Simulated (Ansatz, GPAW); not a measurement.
# BaTiO₃ with GLLB-SC from a Python script

These are simulated results from GPAW 26.7.0, not measurements. The cell began as a measured structure and was relaxed with r2SCAN in plane waves (Ansatz 0.2.0). All runs are without spin polarisation.

It is orthorhombic, Amm2 (No. 38); a = 3.963 Å, b = 5.715 Å, c = 5.748 Å in the conventional setting, 13.02 Å³ an atom. Ba is surrounded by 12 O at 2.77–2.98 Å; Ti is surrounded by 6 O at 1.85–2.21 Å; O is surrounded by 2 Ti at 1.99 Å and 4 Ba at 2.77–2.98 Å; O is surrounded by 2 Ti at 1.85–2.21 Å and 4 Ba at 2.79–2.88 Å.

GLLB-SC is a model potential. Its fundamental gap is the Kohn-Sham gap plus a derivative discontinuity, which the script evaluates at the band edges among the listed k points. Its total energy isn't variational and serves nothing here.

Input script:

```python
import json
from ase import Atoms
from gpaw import GPAW, PW, FermiDirac

atoms = Atoms(['Ba', 'Ti', 'O', 'O', 'O'],
              cell=[[3.96341439, 0.0, 0.0], [0.0, 2.85774622, 2.87421088], [0.0, -2.85774622, 2.87421088]],
              scaled_positions=[[0.0, 0.008412303, 0.008412303], [0.5, 0.523960726, 0.523960726], [0.0, 0.490388437, 0.490388437], [0.5, 0.493972621, 0.980145914], [0.5, 0.980145914, 0.493972621]],
              pbc=True)
calc = GPAW(mode=PW(400), xc='GLLBSC', kpts={'size': (4, 4, 4), 'gamma': True},
            occupations=FermiDirac(0.02), maxiter=100, legacy_gpaw=True, txt='gpaw.txt')
atoms.calc = calc
res = {'energy': atoms.get_potential_energy(force_consistent=True)}
res['electrons'] = calc.get_number_of_electrons()
res['k'] = calc.get_ibz_k_points().tolist()
res['levels'] = [calc.get_eigenvalues(kpt=i).tolist() for i in range(len(res['k']))]
points = [[0.0, 0.0, 0.0], [0.0, 0.5, 0.5], [0.0, 0.502856, 0.497144], [0.0, 0.497144, -0.497144], [0.5, 0.0, 0.0], [0.5, 0.497144, -0.497144], [0.5, 0.502856, 0.497144], [0.5, 0.5, 0.5], [0.0, 0.5, 0.0]]
bands = calc.fixed_density(kpts=points, symmetry='off', nbands=round(res['electrons']) // 2 + 6, convergence={'bands': -2}, txt='bands.txt')
res['points'] = [bands.get_eigenvalues(kpt=i).tolist() for i in range(len(points))]
homo, lumo = bands.get_homo_lumo()
potential = calc.hamiltonian.xc.response.calculate_discontinuity_potential(homo, lumo)
res['discontinuity'] = bands.hamiltonian.xc.response.calculate_discontinuity(potential)
json.dump(res, open('results.json', 'w'))
print('free energy (eV):', round(res['energy'], 5))
```

Command: `python run.py`. It took 21 s on 1 thread of AMD EPYC 7R13 Processor (Zen 3), on a shared host, peak memory 0.19 GiB.

The log gpaw.txt, trimmed of paths, versions and times, then the last line on the terminal. An iter line gives the energy in eV and the logarithms of the changes of orbitals (plane waves alone) and density (c: converged):

```
___ ___ ___ _ _ _
 |   |   |_  | | | |

 | | | | | . | | | |

 |__ |  _|___|_____|  26.7.0
 |___|_|

Input parameters:
  kpts: {gamma: True,
         size: (4, 4, 4)}
  maxiter: 100
  mode: {ecut: 400.0,
         name: pw}
  occupations: {fixmagmom: False,
                name: fermi-dirac,
                width: 0.02}
  xc: GLLBSC

System changes: positions, numbers, cell, pbc, initial_charges, initial_magmoms

Initialize ...

species:
  Ba:
    name:    Barium
    Z:       56.0
    valence: 10
    core:    46
    charge:  0.0  # [|e|]
    compensation charges:
      type: gauss
      rc: 0.37  # [Å]
      lmax: 2
    cutoffs:
      filter: 2.06  # [Å]
      core: 2.33  # [Å]
    projectors
    | kind |    occ | energy [eV] | rcut [Å] |

    |------|--------|-------------|----------|

    |   5s |  2.000 |     -33.195 |    1.164 |

    |   6s |  2.000 |      -4.543 |    1.164 |

    |   5p |  6.000 |     -18.426 |    1.164 |

    |    p |        |       0.000 |    1.164 |

    |    d |        |       0.000 |    1.164 |

    |    d |        |      27.211 |    1.164 |

    Using partial waves for Ba as LCAO basis

  Ti:
    name:    Titanium
    Z:       22.0
    valence: 12
    core:    10
    charge:  0.0  # [|e|]
    compensation charges:
      type: gauss
      rc: 0.38  # [Å]
      lmax: 2
    cutoffs:
      filter: 2.23  # [Å]
      core: 1.02  # [Å]
    projectors
    | kind |    occ | energy [eV] | rcut [Å] |

    |------|--------|-------------|----------|

    |   3s |  2.000 |     -63.580 |    1.270 |

    |   4s |  2.000 |      -5.548 |    1.270 |

    |   3p |  6.000 |     -39.642 |    1.058 |

    |   4p |  0.000 |      -2.267 |    1.058 |

    |   3d |  2.000 |      -4.692 |    1.058 |

    |    d |        |      22.520 |    1.058 |

    Using partial waves for Ti as LCAO basis

  O:
    name:    Oxygen
    Z:       8.0
    valence: 6
    core:    2
    charge:  0.0  # [|e|]
    compensation charges:
      type: gauss
      rc: 0.21  # [Å]
      lmax: 2
    cutoffs:
      filter: 1.17  # [Å]
      core: 0.83  # [Å]
    projectors
    | kind |    occ | energy [eV] | rcut [Å] |

    |------|--------|-------------|----------|

    |   2s |  2.000 |     -28.986 |    0.688 |

    |   2p |  4.000 |     -13.358 |    0.598 |

    |    s |        |      -1.774 |    0.688 |

    |    p |        |      13.853 |    0.598 |

    |    d |        |       0.000 |    0.619 |

    Using partial waves for O as LCAO basis

Reference energy: -250489.036021  # eV

Spin-paired calculation

Convergence criteria:
 Maximum [total energy] change in last 3 cyles: 0.0005 eV / valence electron
 Maximum integral of absolute [dens]ity change: 0.0001 electrons / valence electron
 Maximum integral of absolute [eigenst]ate change: 4e-08 eV^2 / valence electron
 Maximum number of scf [iter]ations: 100
 (Square brackets indicate name in SCF output, whereas a 'c' in
 the SCF output indicates the quantity has converged.)

Symmetries present (total): 4

  ( 1  0  0)  ( 1  0  0)  (-1  0  0)  (-1  0  0)
  ( 0  1  0)  ( 0  0  1)  ( 0  1  0)  ( 0  0  1)
  ( 0  0  1)  ( 0  1  0)  ( 0  0  1)  ( 0  1  0)

64 k-points: 4 x 4 x 4 Monkhorst-Pack grid + [1/8,1/8,1/8]
21 k-points in the irreducible part of the Brillouin zone
       k-points in crystal coordinates                weights
   0:     0.00000000    0.00000000    0.00000000          1/64
   1:     0.00000000    0.25000000   -0.25000000          2/64
   2:     0.00000000    0.25000000    0.00000000          4/64
   3:     0.00000000    0.25000000    0.25000000          2/64
   4:     0.00000000    0.50000000    0.00000000          2/64
   5:     0.00000000    0.50000000    0.25000000          4/64
   6:     0.00000000    0.50000000    0.50000000          1/64
   7:     0.25000000    0.00000000    0.00000000          2/64
   8:     0.25000000    0.25000000   -0.25000000          4/64
   9:     0.25000000    0.25000000    0.00000000          8/64
          ...
  20:     0.50000000    0.50000000    0.50000000          1/64

Wave functions: Plane wave expansion
  Cutoff energy: 400.000 eV
  Number of coefficients (min, max): 1168, 1205
  Pulay-stress correction: 0.000000 eV/Ang^3 (de/decut=0.000000)
  Using FFTW library
  ScaLapack parameters: grid=1x1, blocksize=None
  Wavefunction extrapolation:
    Improved wavefunction reuse through dual PAW basis

Occupation numbers: Fermi-Dirac:
  width: 0.0200  # eV

Eigensolver
   Davidson(niter=2)

Densities:
  Coarse grid: 20*20*20 grid
  Fine grid: 40*40*40 grid
  Total Charge: 0.000000

Density mixing:
  Method: separate
  Backend: msr1
  Linear mixing parameter: 0.05
  old densities: 10
  Width of damping distribution: 1.1
  Damping of long wavelength oscillations: 20

Hamiltonian:
  XC and Coulomb potentials evaluated on a 40*40*40 grid
  Using the GLLBSC Exchange-Correlation functional
  External potential:
    NoExternalPotential

XC parameters: GLLBSC functional being used consists of
  -----------------------------------------------------------------------
  | Weight | Module     | Description                                   |

  -----------------------------------------------------------------------
  |  1.000 | SCREENING  | GGA_X_PBE_SOL with 2 nearest neighbor stencil |

  |  1.000 | RESPONSE   | eps=0.0500 eV                                 |

  |  1.000 | XC         | GGA_C_PBE_SOL with 2 nearest neighbor stencil |

  -----------------------------------------------------------------------

Memory estimate:
  Process memory now: 117.52 MiB
  Calculator: 23.62 MiB
    Density: 4.70 MiB
      Arrays: 1.59 MiB
      Localized functions: 1.89 MiB
      Mixer: 1.22 MiB
    Hamiltonian: 1.09 MiB
      Arrays: 1.04 MiB
      XC: 0.00 MiB
      Poisson: 0.00 MiB
      vbar: 0.05 MiB
    Wavefunctions: 17.83 MiB
      Arrays psit_nG: 10.81 MiB
      Eigensolver: 0.73 MiB
      Projections: 0.67 MiB
      Projectors: 4.93 MiB
      PW-descriptor: 0.69 MiB

Total number of cores used: 1

Number of atoms: 5
Number of atomic orbitals: 30
Number of bands in calculation: 28
Number of valence electrons: 40
Bands to converge: occupied

... initialized

Initializing position-dependent things.

Density initialized from atomic densities
Creating initial wave functions:
  28 bands from LCAO basis set
Positions:
   0 Ba     0.000000   -0.000000    0.048357    ( 0.0000,  0.0000,  0.0000)
   1 Ti     1.981707   -0.000000    3.011947    ( 0.0000,  0.0000,  0.0000)
   2 O      0.000000    0.000000    2.818960    ( 0.0000,  0.0000,  0.0000)
   3 O      1.981707   -1.389360    4.236928    ( 0.0000,  0.0000,  0.0000)
   4 O      1.981707    1.389360    4.236928    ( 0.0000,  0.0000,  0.0000)

Unit cell:
           periodic     x           y           z      points  spacing
  1. axis:    yes    3.963414    0.000000    0.000000    20     0.1982
  2. axis:    yes    0.000000    2.857746    2.874211    20     0.2027
  3. axis:    yes    0.000000   -2.857746    2.874211    20     0.2027

  Lengths:   3.963414   4.053122   4.053122
  Angles:   89.670844  90.000000  90.000000

Effective grid spacing dv^(1/3) = 0.2011

iter:   1   -50.280006
iter:   2   -45.739220   -0.86  -0.91
iter:   3   -36.069998   -0.62  -0.96
iter:   4   -35.667379   -1.48  -1.36
iter:   5   -36.224897   -1.29  -1.47
iter:   6   -34.273180   -1.61  -1.57
iter:   7   -34.773850   -2.63  -1.83
iter:   8   -34.796739   -3.43  -2.41
iter:   9   -34.697204   -4.02  -2.59
iter:  10   -34.671042   -4.20  -2.88
iter:  11   -34.685604   -5.02  -2.97
iter:  12   -34.696542   -5.16  -3.39
iter:  13   -34.694810c  -6.04  -3.90
iter:  14   -34.693851c  -6.71  -4.26c
iter:  15   -34.693069c  -6.71  -4.47c
iter:  16   -34.693307c  -7.49c -4.93c

Converged after 16 iterations.

Energy contributions relative to reference atoms: (reference = -250489.036021)

Kinetic:        +10.783837
Potential:       -5.640270
External:        +0.000000
XC:             -39.311357
Entropy (-ST):   -0.000000
Local:           -0.525518
SIC:             +0.000000
--------------------------
Free energy:    -34.693307
Extrapolated:   -34.693307

GLLBSC response reference energy: 5.11540 eV (from HOMO)

Showing only first 2 kpts
 Kpt  Band  Eigenvalues  Occupancy
  0    18      4.72945    2.00000
  0    19      4.77310    2.00000
  0    20      8.45751    0.00000
  0    21      8.63238    0.00000

  1    18      4.22010    2.00000
  1    19      4.65547    2.00000
  1    20      9.12817    0.00000
  1    21      9.32779    0.00000

Fermi level: 5.83060

Gap: 3.342 eV
Transition (v -> c):
  (s=0, k=20, n=19, [0.50, 0.50, 0.50]) -> (s=0, k=0, n=20, [0.00, 0.00, 0.00])
Direct/indirect transitions are different
Direct gap: 3.684 eV
Transition at: (s=0, k=0, n=19, [0.00, 0.00, 0.00])

free energy (eV): -34.69331
```

The gap in the log is over the mesh alone; results.json adds the listed points. GLLB-SC gives a gap of 4.26 eV (3.342 eV Kohn-Sham over the listed points plus 0.914 eV discontinuity). On the same cell, plane-wave PBE (Ansatz, 6×6×6 k points and the special points) gives a gap of 2.29 eV and r2SCAN a gap of 2.66 eV; on shared hosts these took about 7.8 and 19 core-seconds on the 5-atom cell, against 21 for the script. Spin-orbit coupling, left out in all these runs, can cut or reorder the gap by tenths of an eV, up to about 1 eV with Pb or Bi.

Spin-orbit coupling is left out.
